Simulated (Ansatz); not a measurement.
# Te2Pt (Moncheite) (P-3m1) in Ansatz: a series of runs

One crystal, Te2Pt (Moncheite), is run at these levels: PBEsol, LDA; tasks: band structure.

Program: Ansatz 0.2.0. These are calculated values, not measurements. Logs are shortened: lines on timing, memory, paths and dates and some standing lists are left out, and cuts for length are marked.

### Step 1. Starting point

Symmetry: P-3m1, No. 164, trigonal system. The conventional cell has a = 4.010 Å, b = 4.010 Å, c = 5.201 Å, α = 90.00°, β = 90.00°, γ = 120.00°. Pt (site symmetry -3m) is surrounded by 6 Te at 2.66 Å. Around Te (site symmetry 3m) lie 3 Pt at 2.66 Å.

### Step 2. Band structure, PBEsol

Contents of input.yaml:

```yaml
crystal:
  lattice:
    - [4.01, 0.0, 0.0]
    - [-2.005, 3.4727618692, 0.0]
    - [0.0, 0.0, 5.201]
  atoms:
    - { symbol: Pt, position: [0.0, 0.0, 0.0] }
    - { symbol: Te, position: [0.6666666667, 0.3333333333, 0.75] }
    - { symbol: Te, position: [0.3333333333, 0.6666666667, 0.25] }
kpoints:
  mp_grid: { grid: [8, 8, 5] }
  band_path:
    path:
      - [0.0, 0.0, 0.0]
      - [0.5, 0.0, 0.0]
      - [0.3333333333, 0.3333333333, 0.0]
      - [0.0, 0.0, 0.0]
      - [0.0, 0.0, 0.5]
      - [0.5, 0.0, 0.5]
      - [0.3333333333, 0.3333333333, 0.5]
      - [0.0, 0.0, 0.5]
    npoints: 10
scf:
  occupations: { method: fermi_dirac, width: 0.05 }
hamiltonian:
  xc: pbesol
  pseudopotentials: { kind: all_electron, lapw: { basis_error: 0.002 } }
output:
  forces: true
  stress: true
  eigenvalues: true
```

Potentials or basis: all-electron LAPW, scalar-relativistic.

Started as:

```bash
ansatz run input.yaml --threads 2 --pin off --max-ram 8192MiB --backend cpu --events-out ev --progress --plain --runs-dir out
```

Log:

```text
Warning: RAYON_NUM_THREADS=2 ignored (pool sized by the plan → 2); use --threads N
LAPW: plane waves up to 8.439 Å⁻¹, error target 2.0e-3 eV per atom; small_component_spin mean_spin; Te in spheres of 1.314 Å, 24 of its electrons in bands, Dirac shells []; Pt in spheres of 1.341 Å, 42 of its electrons in bands, Dirac shells [] (how accurate: hamiltonian.pseudopotentials.lapw.basis_error, Limitations)
Engine: ansatz 0.2.0, aarch64-unknown-linux-gnu
Pseudopotentials: kind: all_electron
Pseudopotential: Pt, LAPW, valence charge 42, lapw/all_electron/scalar/gaussian/Pt, Koelling and Harmon's equation, gaussian nucleus
Pseudopotential: Te, LAPW, valence charge 24, lapw/all_electron/scalar/gaussian/Te, Koelling and Harmon's equation, gaussian nucleus
Functional definition: PBEsol
  exchange = pbesol_x
  correlation = pbesol_c
Crystal: 3 atoms, lattice volume = 72.428 Å³
Basis set: ecut = 271.32134497555177 eV, 745 PW (Γ), exchange–correlation at level 2
Bands: 54, of which v1, the nominal top of the filled ones, is band 45 counted from 1 (44 counted from 0)
Symmetry: 12 space group operations
Space group: P-3m1 (ITA 164), of the structure as read, at distance tolerance 4.2e-5 Å
k-points: 40 of 320
Non-local potential: Pt, projectors of the file, none
Non-local potential: Te, projectors of the file, none
Initial density: superposition of atomic densities (chi_scale 0.1, normalization cell, long waves kept (reshape's long-wave potential 0.01 eV rms))
Initial wavefunctions: plane waves of lowest kinetic energy (no species holds an atomic orbital)
Functional: x = pbesol(κ = 0.804, μ = 0.12345679012345678), c = pbesol(β = 0.046)
iter 1 solved again at ethr=4.38e-4 eV; its pass at ethr=1.00e-1 eV (dr2=3.94e-1 eV) is discarded
SCF iter   1: F=—  HF=-870431.648817 eV  |F-HF|=—  |Δ(HF+E_count)|=         —  Δρ=2.60e-2  dr2=3.95e-1  ethr=4.38e-4  ⟨swp⟩=2.5  Hψ=13904  notcnv=0
preconditioner: auto → LDOS  [insulator: Δε(μ)=0.137 eV  Ē_g=11.269 eV  σ=0.050 eV  W_gap=0.52  n_scr=22 (ndim 8)  ℏωp=20.5 eV  f_vac=0.083  D(μ)=1.21/eV (n_scr^D=2)  ε∞_Penn≈4.3  β→1.0]
SCF iter   2: F=—  HF=-870431.402622 eV  |F-HF|=—  |Δ(HF+E_count)|=   2.46e-1  Δρ=7.60e-3  dr2=4.75e-2  ethr=4.38e-4  ⟨swp⟩=2.8  Hψ=6514  notcnv=0
iter 3 solved again at ethr=3.16e-6 eV; its pass at ethr=5.28e-5 eV (dr2=2.84e-3 eV) is discarded
SCF iter   3: F=—  HF=-870431.238189 eV  |F-HF|=—  |Δ(HF+E_count)|=   1.64e-1  Δρ=2.18e-3  dr2=2.82e-3  ethr=3.16e-6  ⟨swp⟩=2.0  Hψ=11267  notcnv=0
SCF iter   4: F=—  HF=-870431.221261 eV  |F-HF|=—  |Δ(HF+E_count)|=         —  Δρ=6.73e-4  dr2=2.56e-4  ethr=3.14e-6  ⟨swp⟩=2.8  Hψ=6187  notcnv=0
the basis was enlarged: its passes take 416.2 KiB over the memory plan, 2 of 2 planned eigensolver slots
SCF iter   5: F=—  HF=-870431.221167 eV  |F-HF|=—  |Δ(HF+E_count)|=   9.48e-5  Δρ=1.92e-4  dr2=2.16e-5  ethr=2.84e-7  ⟨swp⟩=2.0  Hψ=6095  notcnv=0
SCF iter   6: F=—  HF=-870431.221177 eV  |F-HF|=—  |Δ(HF+E_count)|=   1.04e-5  Δρ=3.83e-5  dr2=1.70e-6  ethr=2.40e-8  ⟨swp⟩=2.0  Hψ=6096  notcnv=0
SCF iter   7: F=-870431.221176 eV  HF=-870431.221176 eV  |F-HF|=2.86e-8  |Δ(HF+E_count)|=   1.08e-6  Δρ=1.24e-5  dr2=7.86e-8  ethr=1.89e-9  ⟨swp⟩=2.1  Hψ=6102  notcnv=0
SCF 1 converged in 7 iterations: F = -870431.221176 eV  dr2 = 7.86e-8
NSCF: frozen V_eff on 71 k-points
SCF converged after 7 iterations
Free energy (F): -870431.221176 eV
Harris-Foulkes:  -870431.221176 eV  (|F-HF|=2.86e-8)
Internal energy: -870431.207929 eV  (E = F + TS)
E sigma→0 (E₀):  -870431.214552 eV
Entropy (-TS):   -0.013247 eV (-4.416 meV/atom)
Fermi energy:    17.069132 eV
--- Per-component energies (eV) ---
  E_band       = -5815.215559
  E_kinetic    = 958998.993456
  E_xc         = -18979.526929
  E_electrostatic = -1810450.674455  (all electrons and nuclei)
  E_smearing   = -0.013247  (= −TS)
  E_closure    = 0.000000  (closes the sum)
  E_atoms      = -870416.047744  (free atoms, spherical and without spin; not in F)
  Σ components = -870431.221176   (vs F -870431.221176, Δ=0.00e0)
  Basis errors (estimates in eV, not in F): energy 8.4e-4 per atom: plane waves 7.4e-4 (4.2e-4 summed), levels above the bands 4.4e-70, relativity 4.6e-8, radial functions 9.9e-5, core shells 3.0e-7; eigenvalues (radial functions only) 2.5e-6; not estimated: angular momenta, meshes, grids; target (lapw.basis_error) 2.0e-3; muffin-tin radii Te 1.314 Å, Pt 1.341 Å
--- Forces (eV/Å), atoms counted from 1 ---
  atom   1  Pt    -0.00000000     0.00000000     0.00000000
  atom   2  Te     0.00000000    -0.00000000    -0.73907869
  atom   3  Te     0.00000000     0.00000000     0.73907869
  max |Σ_I F_I| component: 1.11e-16 eV/Å
--- Stress (GPa, compression-positive) ---
        4.453484      -0.000000      -0.000000
       -0.000000       4.453484       0.000000
       -0.000000       0.000000       3.299044
  P = ⅓ Tr σ = 4.0687 GPa (40.687 kbar)
--- Band table (eV; the first three rows and the last of 40) ---
  k-point 0: bands = ["-286.9920", "-286.9920", "-286.9160", "-286.9160", "-286.9039", "-143.0030", "-143.0030", "-93.1106", "-93.1103", "-93.1071", "-93.1071", "-93.1070", "-93.1070", "-82.3769", "-50.9371", "-50.9240", "-50.9240", "-50.9021", "-50.8732", "-50.8732", "-50.8252", "-36.6188", "-36.6188", "-36.5004", "-20.5707", "-20.5707", "-20.5547", "-20.5538", "-20.5538", "-20.5537", "-20.5537", "-20.5508", "-20.5424", "-20.5424", "2.6449", "6.2115", "10.0495", "10.8768", "10.8768", "12.9657", "12.9657", "14.2411", "16.4031", "16.4031", "18.1592", "18.1592", "18.3373", "19.6305", "21.3023", "22.8205", "22.8205", "26.1771", "26.5625", "26.5625"]
  k-point 1: bands = ["-286.9920", "-286.9920", "-286.9160", "-286.9160", "-286.9039", "-143.0030", "-143.0030", "-93.1106", "-93.1103", "-93.1071", "-93.1071", "-93.1070", "-93.1070", "-82.3769", "-50.9371", "-50.9240", "-50.9240", "-50.9021", "-50.8732", "-50.8732", "-50.8252", "-36.6188", "-36.6188", "-36.5004", "-20.5691", "-20.5691", "-20.5552", "-20.5552", "-20.5543", "-20.5540", "-20.5540", "-20.5511", "-20.5424", "-20.5424", "2.8163", "5.6399", "10.7788", "10.9029", "10.9029", "12.9532", "12.9532", "14.2975", "16.1676", "16.1676", "17.4409", "18.5339", "18.5339", "19.9027", "21.9284", "22.5762", "22.5762", "25.5446", "25.6318", "25.6318"]
  k-point 2: bands = ["-286.9920", "-286.9920", "-286.9160", "-286.9160", "-286.9039", "-143.0030", "-143.0030", "-93.1105", "-93.1104", "-93.1071", "-93.1071", "-93.1070", "-93.1070", "-82.3769", "-50.9371", "-50.9240", "-50.9240", "-50.9021", "-50.8732", "-50.8732", "-50.8252", "-36.6188", "-36.6188", "-36.5004", "-20.5653", "-20.5653", "-20.5584", "-20.5584", "-20.5548", "-20.5548", "-20.5534", "-20.5520", "-20.5422", "-20.5422", "3.2357", "4.7465", "10.9462", "10.9462", "11.9540", "12.9350", "12.9350", "14.5251", "15.8673", "15.8673", "15.9628", "19.1556", "19.1556", "20.7308", "22.0683", "22.0683", "22.6761", "24.1342", "24.3504", "24.8836"]
  k-point 39: bands = ["-286.9920", "-286.9920", "-286.9160", "-286.9160", "-286.9039", "-143.0030", "-143.0030", "-93.1105", "-93.1104", "-93.1071", "-93.1071", "-93.1071", "-93.1070", "-82.3768", "-50.9371", "-50.9240", "-50.9240", "-50.9022", "-50.8732", "-50.8732", "-50.8252", "-36.6218", "-36.6209", "-36.5001", "-20.5654", "-20.5640", "-20.5622", "-20.5564", "-20.5534", "-20.5521", "-20.5514", "-20.5450", "-20.5438", "-20.5435", "4.9756", "5.1066", "10.1639", "10.7556", "11.1944", "12.3479", "12.7862", "13.1704", "13.3357", "14.1694", "14.4629", "18.7434", "19.3467", "22.1219", "23.1729", "24.0225", "24.3553", "25.1359", "25.7857", "26.3227"]
```

It took 32 s on 2 threads of Arm Neoverse V2, shared host; peak memory 0.5 GiB.

Results:

```yaml
Free_energy: -870431.2212 eV
Pressure: 4.1 GPa
Largest_force: 0.739 eV/Å
Band_gap_along_the_path: none (metal or under the smearing width)
```

Forces on the atoms (eV/Å):
```
Pt   0.000  0.000  0.000
Te   0.000  0.000 -0.739
Te   0.000  0.000  0.739
```

Stress tensor (GPa, compression positive):
```
4.45 0.00 0.00
0.00 4.45 0.00
0.00 0.00 3.30
```

Levels at the corners of the path, in eV from the Fermi level:
```tsv
point	band 41	band 42	band 43	band 44	band 45	band 46	band 47	band 48	band 49	band 50
Γ	-4.10	-2.83	-0.67	-0.67	1.09	1.09	1.27	2.56	4.23	5.75
M	-3.82	-3.77	-3.67	-3.59	-3.02	0.14	2.54	3.59	5.18	5.63
K	-4.67	-3.98	-2.29	-2.11	-2.11	-0.25	-0.25	2.71	6.31	7.52
Γ	-4.10	-2.83	-0.67	-0.67	1.09	1.09	1.27	2.56	4.23	5.75
A	-4.14	-2.42	-1.46	-1.25	-1.25	2.21	2.21	3.90	4.89	4.89
L	-3.83	-3.74	-3.46	-2.79	-0.90	0.54	1.32	4.12	4.18	6.22
H	-4.34	-4.23	-3.81	-2.90	-2.90	2.36	2.36	5.75	6.64	6.64
A	-4.14	-2.42	-1.46	-1.25	-1.25	2.21	2.21	3.90	4.89	4.89
```

Caveat: spin-orbit coupling is left out, which moves the levels of the heavy elements.

### Step 3. Band structure, LDA

Edit input.yaml of step 2 so:

```diff
@@ -25,3 +25,3 @@
 hamiltonian:
-  xc: pbesol
+  xc: lda
   pseudopotentials: { kind: all_electron, lapw: { basis_error: 0.002 } }
```

Potentials or basis: all-electron LAPW, scalar-relativistic.

Started as:

```bash
ansatz run input.yaml --threads 2 --pin off --max-ram 8192MiB --backend cpu --events-out ev --progress --plain --runs-dir out
```

Log:

```text
Warning: RAYON_NUM_THREADS=2 ignored (pool sized by the plan → 2); use --threads N
LAPW: plane waves up to 8.441 Å⁻¹, error target 2.0e-3 eV per atom; small_component_spin mean_spin; Te in spheres of 1.315 Å, 24 of its electrons in bands, Dirac shells []; Pt in spheres of 1.340 Å, 42 of its electrons in bands, Dirac shells [] (how accurate: hamiltonian.pseudopotentials.lapw.basis_error, Limitations)
Engine: ansatz 0.2.0, aarch64-unknown-linux-gnu
Pseudopotentials: kind: all_electron
Pseudopotential: Pt, LAPW, valence charge 42, lapw/all_electron/scalar/gaussian/Pt, Koelling and Harmon's equation, gaussian nucleus
Pseudopotential: Te, LAPW, valence charge 24, lapw/all_electron/scalar/gaussian/Te, Koelling and Harmon's equation, gaussian nucleus
Functional definition: SPW92
  exchange = slater_x
  correlation = pw_c
Crystal: 3 atoms, lattice volume = 72.428 Å³
Basis set: ecut = 271.43684045438897 eV, 745 PW (Γ), exchange–correlation at level 2
Bands: 54, of which v1, the nominal top of the filled ones, is band 45 counted from 1 (44 counted from 0)
Symmetry: 12 space group operations
Space group: P-3m1 (ITA 164), of the structure as read, at distance tolerance 4.2e-5 Å
k-points: 40 of 320
Non-local potential: Pt, projectors of the file, none
Non-local potential: Te, projectors of the file, none
Initial density: superposition of atomic densities (chi_scale 0.1, normalization cell, long waves kept (reshape's long-wave potential 0.01 eV rms))
Initial wavefunctions: plane waves of lowest kinetic energy (no species holds an atomic orbital)
Functional: x = slater, c = lda
[... 14 lines left out ...]
Free energy (F): -870144.254085 eV
Harris-Foulkes:  -870144.254085 eV  (|F-HF|=2.79e-9)
Internal energy: -870144.241078 eV  (E = F + TS)
E sigma→0 (E₀):  -870144.247582 eV
Entropy (-TS):   -0.013007 eV (-4.336 meV/atom)
Fermi energy:    16.882722 eV
--- Per-component energies (eV) ---
  E_band       = -5825.267979
  E_kinetic    = 958507.741706
  E_xc         = -18689.753788
  E_electrostatic = -1809962.228996  (all electrons and nuclei)
  E_smearing   = -0.013007  (= −TS)
  E_closure    = 0.000000  (closes the sum)
  E_atoms      = -870127.890802  (free atoms, spherical and without spin; not in F)
  Σ components = -870144.254085   (vs F -870144.254085, Δ=0.00e0)
  Basis errors (estimates in eV, not in F): energy 8.4e-4 per atom: plane waves 7.3e-4 (4.2e-4 summed), levels above the bands 9.0e-71, relativity 1.5e-8, radial functions 1.1e-4, core shells 3.0e-7; eigenvalues (radial functions only) 2.5e-6; not estimated: angular momenta, meshes, grids; target (lapw.basis_error) 2.0e-3; muffin-tin radii Te 1.315 Å, Pt 1.340 Å
--- Forces (eV/Å), atoms counted from 1 ---
  atom   1  Pt    -0.00000000     0.00000000     0.00000000
  atom   2  Te     0.00000000    -0.00000000    -0.59337967
  atom   3  Te     0.00000000     0.00000000     0.59337967
  max |Σ_I F_I| component: 4.63e-18 eV/Å
--- Stress (GPa, compression-positive) ---
        2.160419      -0.000000      -0.000000
       -0.000000       2.160419       0.000000
       -0.000000       0.000000       1.616927
  P = ⅓ Tr σ = 1.9793 GPa (19.793 kbar)
--- Band table (eV; the first three rows and the last of 40) ---
  k-point 0: bands = ["-286.9958", "-286.9958", "-286.9208", "-286.9208", "-286.9089", "-142.8422", "-142.8422", "-93.0637", "-93.0634", "-93.0602", "-93.0602", "-93.0601", "-93.0601", "-82.6081", "-51.2065", "-51.1934", "-51.1934", "-51.1715", "-51.1430", "-51.1430", "-51.0951", "-36.7938", "-36.7938", "-36.6731", "-20.6766", "-20.6766", "-20.6595", "-20.6594", "-20.6594", "-20.6585", "-20.6585", "-20.6556", "-20.6474", "-20.6474", "2.4463", "5.9644", "9.8999", "10.7150", "10.7150", "12.8085", "12.8085", "14.0746", "16.2227", "16.2227", "17.9761", "17.9761", "18.1384", "19.4987", "21.0548", "22.6874", "22.6874", "26.0500", "26.4345", "26.4345"]
  k-point 1: bands = ["-286.9958", "-286.9958", "-286.9208", "-286.9208", "-286.9089", "-142.8422", "-142.8422", "-93.0637", "-93.0635", "-93.0602", "-93.0602", "-93.0602", "-93.0602", "-82.6081", "-51.2065", "-51.1934", "-51.1934", "-51.1715", "-51.1430", "-51.1430", "-51.0951", "-36.7938", "-36.7938", "-36.6731", "-20.6750", "-20.6750", "-20.6601", "-20.6601", "-20.6596", "-20.6596", "-20.6592", "-20.6559", "-20.6472", "-20.6472", "2.6170", "5.4072", "10.6165", "10.7411", "10.7411", "12.7963", "12.7963", "14.1277", "15.9865", "15.9865", "17.2300", "18.3494", "18.3494", "19.7779", "21.6940", "22.4456", "22.4456", "25.3775", "25.5162", "25.5162"]
  k-point 2: bands = ["-286.9958", "-286.9958", "-286.9208", "-286.9208", "-286.9089", "-142.8422", "-142.8422", "-93.0636", "-93.0635", "-93.0602", "-93.0602", "-93.0602", "-93.0602", "-82.6081", "-51.2065", "-51.1934", "-51.1934", "-51.1715", "-51.1430", "-51.1430", "-51.0951", "-36.7938", "-36.7938", "-36.6731", "-20.6711", "-20.6711", "-20.6635", "-20.6635", "-20.6604", "-20.6604", "-20.6582", "-20.6568", "-20.6469", "-20.6469", "3.0351", "4.5262", "10.7844", "10.7844", "11.7876", "12.7787", "12.7787", "14.3403", "15.6857", "15.6857", "15.7530", "18.9636", "18.9636", "20.6018", "21.9452", "21.9452", "22.4603", "23.9826", "24.2275", "24.7767"]
  k-point 39: bands = ["-286.9958", "-286.9958", "-286.9208", "-286.9208", "-286.9089", "-142.8422", "-142.8422", "-93.0636", "-93.0636", "-93.0602", "-93.0602", "-93.0602", "-93.0602", "-82.6080", "-51.2065", "-51.1934", "-51.1934", "-51.1715", "-51.1430", "-51.1430", "-51.0951", "-36.7967", "-36.7958", "-36.6728", "-20.6713", "-20.6697", "-20.6678", "-20.6622", "-20.6583", "-20.6571", "-20.6563", "-20.6498", "-20.6486", "-20.6483", "4.7474", "4.8776", "10.0123", "10.6093", "11.0423", "12.1793", "12.6086", "13.0102", "13.1775", "14.0096", "14.3008", "18.5495", "19.1446", "21.9283", "23.0203", "23.8827", "24.2135", "25.0104", "25.6497", "26.1937"]
```

Wall time 32 s (2 threads of Arm Neoverse V2, shared host); peak memory 0.49 GiB.

Results:

- Free energy: -870144.2541 eV
- Pressure: 2.0 GPa
- Largest force: 0.593 eV/Å
- Band gap along the path: none (metal or under the smearing width)

Forces on the atoms (eV/Å):
```
Pt   0.000  0.000  0.000
Te   0.000  0.000 -0.593
Te   0.000  0.000  0.593
```

Levels at the corners of the path, in eV from the Fermi level:
| point | band 41 | band 42 | band 43 | band 44 | band 45 | band 46 | band 47 | band 48 | band 49 | band 50 |
| --- | --- | --- | --- | --- | --- | --- | --- | --- | --- | --- |
| Γ | -4.07 | -2.81 | -0.66 | -0.66 | 1.09 | 1.09 | 1.26 | 2.62 | 4.17 | 5.80 |
| M | -3.79 | -3.74 | -3.64 | -3.57 | -3.02 | 0.15 | 2.53 | 3.62 | 5.22 | 5.66 |
| K | -4.65 | -3.94 | -2.27 | -2.08 | -2.08 | -0.25 | -0.25 | 2.73 | 6.35 | 7.58 |
| Γ | -4.07 | -2.81 | -0.66 | -0.66 | 1.09 | 1.09 | 1.26 | 2.62 | 4.17 | 5.80 |
| A | -4.11 | -2.42 | -1.48 | -1.24 | -1.24 | 2.20 | 2.20 | 3.95 | 4.95 | 4.95 |
| L | -3.81 | -3.71 | -3.44 | -2.76 | -0.89 | 0.55 | 1.30 | 4.16 | 4.17 | 6.29 |
| H | -4.33 | -4.19 | -3.78 | -2.88 | -2.88 | 2.35 | 2.35 | 5.72 | 6.69 | 6.69 |
| A | -4.11 | -2.42 | -1.48 | -1.24 | -1.24 | 2.20 | 2.20 | 3.95 | 4.95 | 4.95 |

Caveat: spin-orbit coupling is left out, which moves the levels of the heavy elements.
